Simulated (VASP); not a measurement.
# AlRu (Pm-3m) in VASP: relaxation of cell and atoms with PBE

Aim: the relaxation of cell and atoms of AlRu with PBE.

Everything below comes from runs of VASP 6.6.1. Logs are shortened: lines on timing, memory, paths and dates and some standing lists are left out, and cuts for length are marked.

### Step 1. The crystal as given

The structure is cubic, space group Pm-3m (No. 221). The conventional cell has a = 2.990 Å, b = 2.990 Å, c = 2.990 Å, α = 90.00°, β = 90.00°, γ = 90.00°. Ru (site symmetry m-3m) has 8 Al at 2.59 Å as nearest neighbours. Around Al (site symmetry m-3m) lie 8 Ru at 2.59 Å.

The cell was built by a generator and needn't be a form met in nature.

### Step 2. Relaxation of cell and atoms, PBE

INCAR reads:

```
PREC = Accurate ; ENCUT = 600
EDIFF = 1E-6 ; ISMEAR = 1
SIGMA = 0.2 ; LREAL = False
LASPH = True ; NELM = 60
ALGO = Normal ; ISIF = 3
LWAVE = False ; LCHARG = False
GGA = PE ; IBRION = 2
NSW = 40 ; EDIFFG = -0.005
KPAR = 4
```

KPOINTS reads:

```
regular mesh
0
Gamma
  16 16 16
```

POSCAR reads:

```
AlRu
1.0
    2.9900000000      0.0000000000      0.0000000000
    0.0000000000      2.9900000000      0.0000000000
    0.0000000000      0.0000000000      2.9900000000
Ru Al
1 1
Direct
    0.0000000000      0.0000000000      0.0000000000
    0.5000000000      0.5000000000      0.5000000000
```

Potentials or basis: VASP PAW PBE potentials, release 64 (Ru_pv, Al).

Run with:

```console
$ cat potpaw_PBE.64/Ru_pv/POTCAR potpaw_PBE.64/Al/POTCAR > POTCAR
$ mpirun -np 4 vasp_std > vasp.out
```

OUTCAR:

```text
PREC = Accurate
   ENCUT = 600
   EDIFF = 1E-6
   ISMEAR = 1
   LREAL = False
   LASPH = True
   NELM = 60
   ISIF = 3
   GGA = PE
   IBRION = 2
   NSW = 40
   EDIFFG = -0.005

 ion  position               nearest neighbor table
   1  0.000  0.000  0.000-   2 2.59   2 2.59   2 2.59   2 2.59   2 2.59   2 2.59   2 2.59   2 2.59

   2  0.500  0.500  0.500-   1 2.59   1 2.59   1 2.59   1 2.59   1 2.59   1 2.59   1 2.59   1 2.59

  LATTYP: Found a simple cubic cell.
 ALAT       =     2.9900000000

  Lattice vectors:

 A1 = (   2.9900000000,   0.0000000000,   0.0000000000)
 A2 = (   0.0000000000,   2.9900000000,   0.0000000000)
 A3 = (   0.0000000000,   0.0000000000,   2.9900000000)

Analysis of symmetry for initial positions (statically):
=====================================================================
 Subroutine PRICEL returns:
 Original cell was already a primitive cell.

 Routine SETGRP: Setting up the symmetry group for a
 simple cubic supercell.

 Subroutine GETGRP returns: Found 48 space group operations
 (whereof 48 operations were pure point group operations)
 out of a pool of 48 trial point group operations.

The static configuration has the point symmetry O_h .

Analysis of symmetry for dynamics (positions and initial velocities):
=====================================================================
 Subroutine PRICEL returns:
 Original cell was already a primitive cell.

 Routine SETGRP: Setting up the symmetry group for a
 simple cubic supercell.

 Subroutine GETGRP returns: Found 48 space group operations
 (whereof 48 operations were pure point group operations)
 out of a pool of 48 trial point group operations.

The dynamic configuration has the point symmetry O_h .

 Subroutine INISYM returns: Found 48 space group operations
 (whereof 48 operations are pure point group operations),
 and found     1 'primitive' translations

----------------------------------------------------------------------------------------

                                     Primitive cell

  volume of cell :      26.7309

  direct lattice vectors                    reciprocal lattice vectors
     2.990000000  0.000000000  0.000000000     0.334448161  0.000000000  0.000000000
     0.000000000  2.990000000  0.000000000     0.000000000  0.334448161  0.000000000
     0.000000000  0.000000000  2.990000000     0.000000000  0.000000000  0.334448161

  length of vectors
     2.990000000  2.990000000  2.990000000     0.334448161  0.334448161  0.334448161

  position of ions in fractional coordinates (direct lattice)
     0.000000000  0.000000000  0.000000000
     0.500000000  0.500000000  0.500000000

  ion indices of the primitive-cell ions
   primitive index   ion index
                 1           1
                 2           2

----------------------------------------------------------------------------------------

 KPOINTS: regular mesh

Automatic generation of k-mesh.
 Grid dimensions read from file:
 generate k-points for:   16   16   16

 Generating k-lattice:

  Cartesian coordinates                     Fractional coordinates (reciprocal lattice)
     0.020903010  0.000000000  0.000000000     0.062500000  0.000000000  0.000000000
     0.000000000  0.020903010  0.000000000     0.000000000  0.062500000  0.000000000
     0.000000000  0.000000000  0.020903010     0.000000000  0.000000000  0.062500000

  Length of vectors
     0.020903010  0.020903010  0.020903010

  Shift w.r.t. Gamma in fractional coordinates (k-lattice)
     0.000000000  0.000000000  0.000000000

 Subroutine IBZKPT returns following result:
 ===========================================

 Found    165 irreducible k-points:

 Following reciprocal coordinates:
            Coordinates               Weight
  0.000000  0.000000  0.000000      1.000000
  0.062500  0.000000  0.000000      6.000000
  0.125000  0.000000  0.000000      6.000000
  0.187500  0.000000  0.000000      6.000000
  0.250000  0.000000  0.000000      6.000000
  0.312500  0.000000  0.000000      6.000000
[... 16 lines left out ...]
  0.437500  0.125000  0.000000     24.000000
  0.500000  0.125000  0.000000     12.000000
 [... further k-points ...]
   k-points           NKPTS =    165   k-points in BZ     NKDIM =    165   number of bands    NBANDS=     12
   number of dos      NEDOS =    301   number of ions     NIONS =      2
   total plane-waves  NPLWV =  13824
   dimension x,y,z NGX =    24 NGY =   24 NGZ =   24
   dimension x,y,z NGXF=    48 NGYF=   48 NGZF=   48
   ions per type =               1   1
   NGX,Y,Z   is equivalent  to a cutoff of  13.34, 13.34, 13.34 a.u.
   NGXF,Y,Z  is equivalent  to a cutoff of  26.69, 26.69, 26.69 a.u.
 SYSTEM =  unknown system
   PREC   = accura    normal or accurate (medium, high low for compatibility)
   ISTART =      0    job   : 0-new  1-cont  2-samecut
   ICHARG =      2    charge: 1-file 2-atom 10-const
   ISPIN  =      1    spin polarized calculation?
   LNONCOLLINEAR =      F non collinear calculations
   LSORBIT =      F    spin-orbit coupling
   LASPH  =      T    aspherical Exc in radial PAW
   ENCUT  =  600.0 eV  44.10 Ry    6.64 a.u.   5.97  5.97  5.97*2*pi/ulx,y,z
   NELM   =     60;   NELMIN=  2; NELMDL= -5     # of ELM steps
   EDIFF  = 0.1E-05   stopping-criterion for ELM
   LREAL  =      F    real-space projection
   EDIFFG = -.5E-02   stopping-criterion for IOM
   NSW    =     40    number of steps for IOM
   IBRION =      2    ionic relax: 0-MD 1-quasi-New 2-CG
   NFREE  =      1    steps in history (QN), initial steepest desc. (CG)
   ISIF   =      3    stress and relaxation
   ISYM   =      2    0-nonsym 1-usesym 2-fastsym
   POTIM  = 0.5000    time-step for ionic-motion
   TEBEG  =    0.0;   TEEND  =   0.0 temperature during run
   PSTRESS=    0.0 pullay stress
   NELECT =      17.0000    total number of electrons
   NUPDOWN=      -1.0000    fix difference up-down
   EMIN   =  10.00;   EMAX   =-10.00  energy-range for DOS
   EFERMI =   0.00;   METHOD = LEGACY
   ISMEAR =     1;   SIGMA  =   0.20  broadening in eV -4-tet -1-fermi 0-gaus
   EFERMI_NEDOS =   21; number of points for ismear=-14 and -15
   IALGO  =     38    algorithm
   IMIX   =      4    mixing-type and parameters
     AMIX     =   0.40;   BMIX     =  1.00
     AMIX_MAG =   1.60;   BMIX_MAG =  1.00
  volume/ion in A,a.u.               =      13.37        90.19
  Fermi-wavevector in a.u.,A,eV,Ry     =   1.407840  2.660432 26.966928  1.982013
  Thomas-Fermi vector in A             =   2.530058
   LORBIT       =      0    0 simple, 1 ext, 2 COOP (PROOUT), +10 PAW based schemes
   GGA     = PE    functional components
   LHFCALC =     F    Hartree Fock is set to
   AEXX    =    0.0000 exact exchange contribution
   IVDW    =     0    specifies the selected vdW correction
   LEPSILON=     F    determine dielectric tensor
   LRPA    =     F    only Hartree local field effects (RPA)
 conjugate gradient relaxation of ions
 non-spin polarized calculation
 Methfessel and Paxton  Order N= 1 SIGMA  =   0.20
  energy-cutoff  :      600.00
  volume of cell :       26.73
 maximum number of plane-waves:       912
 NGX is ok and might be reduce to    24
   NGX = 11   NGY = 11   NGZ = 11

--------------------------------------- Ionic step        1  -------------------------------------------

 number of electron      16.9999995 magnetization

 Free energy of the ion-electron system (eV)
  ---------------------------------------------------
  ext. energy  EPLUGINS =         0.00000000
  ---------------------------------------------------
  free energy    TOTEN  =       -14.25449751 eV

  energy without entropy =      -14.25308712  energy(sigma->0) =      -14.25402738

------------------------ aborting loop because EDIFF is reached ----------------------------------------

  FORCE on cell =-STRESS in cart. coord.  units (eV):
  Direction    XX          YY          ZZ          XY          YZ          ZX
  --------------------------------------------------------------------------------------
  -------------------------------------------------------------------------------------
  Total        0.4757072      0.4757072      0.4757072      0.0000000      0.0000000     -0.0000000
  in kB       28.5125944     28.5125944     28.5125944      0.0000000      0.0000000     -0.0000000
  external PRESSURE =      28.5125944 kB  Pullay stress =       0.0000000 kB

 VOLUME and BASIS-vectors are now :
 -----------------------------------------------------------------------------
  energy-cutoff  :      600.00
  volume of cell :       26.73
      direct lattice vectors                 reciprocal lattice vectors
     2.990000000  0.000000000  0.000000000     0.334448161  0.000000000  0.000000000
     0.000000000  2.990000000  0.000000000     0.000000000  0.334448161  0.000000000
     0.000000000  0.000000000  2.990000000     0.000000000  0.000000000  0.334448161
[... 37 lines left out ...]
 POSITION                                       TOTAL-FORCE (eV/Angst)
 -----------------------------------------------------------------------------------
      0.00000      0.00000      0.00000        -0.000000      0.000000      0.000000
      1.51215      1.51215      1.51215         0.000000     -0.000000      0.000000
 -----------------------------------------------------------------------------------
    total drift:                                0.000000      0.000000      0.000000

  FREE ENERGIE OF THE ION-ELECTRON SYSTEM (eV)
  ---------------------------------------------------
  free  energy   TOTEN  =       -14.2503456831 eV

  energy  without entropy=      -14.2487783752  energy(sigma->0) =      -14.24982325

--------------------------------------- Ionic step        3  -------------------------------------------

 number of electron      16.9999996 magnetization

 Free energy of the ion-electron system (eV)
  ---------------------------------------------------
  ext. energy  EPLUGINS =         0.00000000
  ---------------------------------------------------
  free energy    TOTEN  =       -14.25766709 eV

  energy without entropy =      -14.25619915  energy(sigma->0) =      -14.25717777

 E-fermi :  10.5601     XC(G=0): -12.5046

 val. band max:       10.5505012315   @ k =   0.2500   0.1250   0.0000
 cond. band min:      10.5606690865   @ k =   0.4375   0.4375   0.1250
 fundamental gap:      0.0101678550
 Fermi energy:        10.5601214684

 k-point     1 :       0.0000    0.0000    0.0000
  band No.  band energies     occupation
      1     -31.2140      2.00000
      2     -31.2140      2.00000
      3     -31.2140      2.00000
      4       0.9442      2.00000
      5       7.0475      2.00000
      6       7.0475      2.00000
      7      10.7242      0.00987
      8      10.7242      0.00986
      9      10.7242      0.00986
     10      16.5695      0.00000
     11      16.5695      0.00000
     12      16.5695      0.00000

 k-point     2 :       0.0625    0.0000    0.0000
  band No.  band energies     occupation
      1     -31.2218      2.00000
      2     -31.2134      2.00000
      3     -31.2134      2.00000
      4       1.0186      2.00000
      5       7.0732      2.00000
      6       7.0735      2.00000
      7      10.6304      0.44406
      8      10.6304      0.44405
      9      10.7333     -0.00998
     10      16.1904      0.00000
     11      16.7203      0.00000
     12      16.7203      0.00000
[... 316 lines left out ...]
 k-point    24 :       0.5000    0.1250    0.0000
  band No.  band energies     occupation
      1     -31.4099      2.00000
      2     -31.2253      2.00000
      3     -31.1944      2.00000
      4       5.0267      2.00000
      5       5.0902      2.00000
      6       7.9955      2.00000
      7       8.9389      2.00000
      8       9.0309      2.00000
      9      10.6910      0.11432
     10      12.7702     -0.00000
     11      18.1108      0.00000
     12      20.1000      0.00000

 [... further k-points ...]

------------------------ aborting loop because EDIFF is reached ----------------------------------------

  FORCE on cell =-STRESS in cart. coord.  units (eV):
  Direction    XX          YY          ZZ          XY          YZ          ZX
  --------------------------------------------------------------------------------------
  -------------------------------------------------------------------------------------
  Total       -0.0047578     -0.0047578     -0.0047578      0.0000000     -0.0000000      0.0000000
  in kB       -0.2813228     -0.2813228     -0.2813228      0.0000000     -0.0000000      0.0000000
  external PRESSURE =      -0.2813228 kB  Pullay stress =       0.0000000 kB

 VOLUME and BASIS-vectors are now :
 -----------------------------------------------------------------------------
  energy-cutoff  :      600.00
  volume of cell :       27.10
      direct lattice vectors                 reciprocal lattice vectors
     3.003573371 -0.000000000 -0.000000000     0.332936765 -0.000000000 -0.000000000
     0.000000000  3.003573371  0.000000000     0.000000000  0.332936765 -0.000000000
     0.000000000  0.000000000  3.003573371     0.000000000 -0.000000000  0.332936765

 POSITION                                       TOTAL-FORCE (eV/Angst)
 -----------------------------------------------------------------------------------
      0.00000      0.00000      0.00000        -0.000000      0.000000      0.000000
      1.50179      1.50179      1.50179         0.000000     -0.000000      0.000000
 -----------------------------------------------------------------------------------
    total drift:                                0.000000      0.000000      0.000000

  FREE ENERGIE OF THE ION-ELECTRON SYSTEM (eV)
  ---------------------------------------------------
  free  energy   TOTEN  =       -14.2576670857 eV

  energy  without entropy=      -14.2561991529  energy(sigma->0) =      -14.25717777

 reached required accuracy - stopping structural energy minimisation
```

Run time: 34 s. Hardware: 4 MPI ranks of AMD EPYC 7R43 (Zen 3), shared host; peak memory 0.16 GiB.

What came out:

* Free energy: -14.2577 eV
* Relaxed volume: 13.55 Å³/atom
* Relaxed cell: a = 3.004 Å, b = 3.004 Å, c = 3.004 Å, α = 90.00°, β = 90.00°, γ = 90.00°
* Space group after relaxing (to 0.05 Å): Pm-3m (No. 221)
* Energy gained by relaxing: 1.6 meV/atom
* Ionic steps: 3
* Pressure after relaxing: 0.0 GPa
* Band gap on the k mesh: none (metal or under the smearing width)

Step by step:
```tsv
step	energy change (eV)	largest force (eV/Å)	pressure (GPa)	volume (Å³)
1	0.0000	0.0000	2.85	26.73
2	0.0042	0.0000	-4.08	27.66
3	-0.0032	0.0000	-0.03	27.10
```

Final structure:
```xyz
2
Lattice="3.0036 0.0000 0.0000 0.0000 3.0036 0.0000 0.0000 0.0000 3.0036" Properties=species:S:1:pos:R:3 pbc="T T T"
Ru    0.0000    0.0000    0.0000
Al    1.5018    1.5018    1.5018
```
